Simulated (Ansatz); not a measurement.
# Zr3HC2 and its elements: a formation energy from the elements

With Ansatz 0.2.0 through its Python package.

At the Python prompt:
```pycon
>>> from collections import Counter
>>> import csv
>>> import warnings
>>> import ansatz as az
>>> import numpy as np
>>> PHASES = {
...     "Zr3HC2": (
...         [[3.35958, 0.0, 0.0], [-1.67979, 2.90948, 0.0], [0.0, 0.0, 8.02385]],
...         [
...             ("Zr", [0.0, 0.0, 0.5]),
...             ("Zr", [1 / 3, 2 / 3, 0.17808]),
...             ("Zr", [2 / 3, 1 / 3, 0.82191]),
...             ("H", [0.0, 0.0, 0.0]),
...             ("C", [1 / 3, 2 / 3, 0.67558]),
...             ("C", [2 / 3, 1 / 3, 0.32442]),
...         ],
...     ),
...     "Zr": (
...         [[3.232, 0.0, 0.0], [-1.616, 2.79899, 0.0], [0.0, 0.0, 5.147]],
...         [
...             ("Zr", [1 / 3, 2 / 3, 0.25]),
...             ("Zr", [2 / 3, 1 / 3, 0.75]),
...         ],
...     ),
...     "H2": (
...         [[9.0, 0.0, 0.0], [0.0, 9.5, 0.0], [0.0, 0.0, 10.0]],
...         [
...             ("H", [0.5, 0.5, 0.4625]),
...             ("H", [0.5, 0.5, 0.5375]),
...         ],
...     ),
...     "C": (
...         [[1.22803, 0.709, 3.34701], [-1.22803, 0.709, 3.34701], [0.0, -1.41801, 3.34701]],
...         [
...             ("C", [0.836, 0.836, 0.836]),
...             ("C", [0.164, 0.164, 0.164]),
...         ],
...     ),
... }
>>> def build(vectors, sites):
...     crystal = az.Crystal(lattice=az.Lattice.of(vectors))
...     for symbol, position in sites:
...         crystal = crystal.atom(symbol, position)
...     return crystal
...
>>> GASES = {"H2"}
>>> def run_phase(name, crystal):
...     calc = crystal.calculation()
...     calc = calc.functional(az.Functional.PBESOL).basis(470)
...     calc = calc.kpoints(spacing=0.33)
...     calc = calc.occupations("gaussian", width=0.02).stress()
...     if name in GASES:
...         return calc.kpoints(1, 1, 1).relax(force_tolerance=0.02, max_steps=60).run(threads=1)
...     calc = calc.relax(force_tolerance=0.02, max_steps=60, cell=True)
...     return calc.run(threads=1)
...
>>> def counts(outcome):
...     return Counter(site.symbol for site in outcome.lattice.sites)
...
>>> def formation_energy(outcome, mu):
...     n = counts(outcome)
...     return (outcome.report["energy_sigma0_ev"] - sum(k * mu[element] for element, k in n.items())) / sum(n.values())
...
>>> def volume_per_atom(outcome):
...     return abs(np.linalg.det(outcome.lattice.cell_ang)) / len(outcome.lattice.sites)
...
>>> warnings.simplefilter("ignore", az.DeckWarning)
>>> phases = {name: build(*cell) for name, cell in PHASES.items()}
>>> done = {name: run_phase(name, crystal) for name, crystal in phases.items()}

>>> # energy of one atom in its reference phase
>>> references = {"Zr": "Zr", "H": "H2", "C": "C"}
>>> mu = {element: done[name].report["energy_sigma0_ev"] / len(done[name].lattice.sites) for element, name in references.items()}
>>> target = done["Zr3HC2"]
>>> heat = formation_energy(target, mu)
>>> rows = [(name, len(o.lattice.sites), volume_per_atom(o), formation_energy(o, mu)) for name, o in done.items()]
>>> with open("formation.csv", "w", newline="") as handle:
...     writer = csv.writer(handle)
...     writer.writerow(["phase", "atoms", "V (A^3/atom)", "E_form (eV/atom)"])
...     writer.writerows([round(v, 4) if isinstance(v, float) else v for v in row] for row in rows)
...
43
>>> print(open("formation.csv").read())
phase,atoms,V (A^3/atom),E_form (eV/atom)
Zr3HC2,6,12.5821,-0.822
Zr,2,22.4757,0.0
H2,2,427.5,0.0
C,2,9.6151,0.0
```

Spin is left out of this run. The program warned that this SCF threshold is loose for forces or stresses. The cells come from databases of deposited and of computed structures, and not all need be stable phases. The compound is the structure given, not necessarily its lowest; energies are at zero temperature, with no correction for gases. A semilocal functional's error on such energies is often 0.05 to 0.1 eV an atom, and 0.1 to 0.3 eV against gases such as O2 or F2. The script silences the warnings on its input, which a real study should read. Finished in 36 s on 1 thread of Intel(R) Xeon(R) Platinum 8488C (Sapphire Rapids), with other jobs on the host, peak memory 0.58 GiB.

(Lines on the test bed's own set-up are left out of the output.)
